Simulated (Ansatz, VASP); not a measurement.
## C in VASP and in Ansatz

INCAR

```
SYSTEM = C
  PREC = Accurate
  ENCUT = 520
  EDIFF = 1E-6
  ISMEAR = 0
  SIGMA = 0.05
  LREAL = .FALSE.
  LASPH = .TRUE.
  NELM = 60
  ALGO = Normal
  ISIF = 2
  LWAVE = .FALSE.
  LCHARG = .FALSE.
  GGA = PE
  IVDW = 12
  NBANDS = 11
```

Contents of KPOINTS:

```
regular mesh
0
G
  15 15 15
  0 0 0
```

File POSCAR:

```
C
1.0
    1.2530811925      0.7234667638      3.4175230126
   -1.2530811925      0.7234667638      3.4175230126
    0.0000000000     -1.4469335276      3.4175230125
C
2
Direct
    0.1760162971      0.1760162971      0.1760162971
    0.8239837029      0.8239837029      0.8239837029
```

Input for Ansatz:

```yaml
crystal:
  lattice:
    - [1.2530811925, 0.7234667638, 3.4175230126]
    - [-1.2530811925, 0.7234667638, 3.4175230126]
    - [0.0, -1.4469335276, 3.4175230125]
  atoms:
    - { symbol: C, position: [0.1760162971, 0.1760162971, 0.1760162971] }
    - { symbol: C, position: [0.8239837029, 0.8239837029, 0.8239837029] }
basis:
  ecutwfc: 520.0
kpoints:
  mp_grid: { grid: [15, 15, 15] }
hamiltonian:
  xc: pbe
  dispersion: d3bj
scf:
  occupations: { method: gaussian, width: 0.05 }
output:
  forces: true
  stress: true
  eigenvalues: true
```

Change from the starting cell: mode 4 frozen in at +0.095 Å, equal normal strain along x, y and z +0.0167.

Alike in both runs: task single point; functional PBE; dispersion D3(BJ); k mesh 15 × 15 × 15; occupations gaussian, width 0.05 eV; no spin polarisation.

|  | VASP | Ansatz |
| --- | --- | --- |
| version | VASP 6.6.1 | Ansatz 0.2.0 |
| potentials or method | VASP PAW PBE potentials, release 64 (C) | scalar-relativistic, plane waves, PAW |
| plane-wave cutoff (eV) | 520 | 520 |
| valence electrons in the cell | 8 | 8 |

|  | VASP | Ansatz | Ansatz less VASP |
| --- | --- | --- | --- |
| gap on the k mesh at the Fermi level (eV) | 0.37 | 0.37 | 0.000 |
| least direct gap on the mesh (eV) | 0.37 | 0.37 | 0.000 |
| pressure (GPa) | -14.2 | -14.6 | -0.39 |
| largest component of the traceless stress (GPa) | 8.58 | 9.02 | +0.439 |
| rms of the force components (eV/Å) | 1.850 | 1.857 | +0.0068 |

Atom by atom the forces differ by 0.007 eV/Å (rms over components).

Caveats: an odd mesh through Γ misses points on the zone boundary, where band edges often lie; forces of over 1 eV/Å show positions far from the minimum, so gaps and moduli don't describe the material at rest.
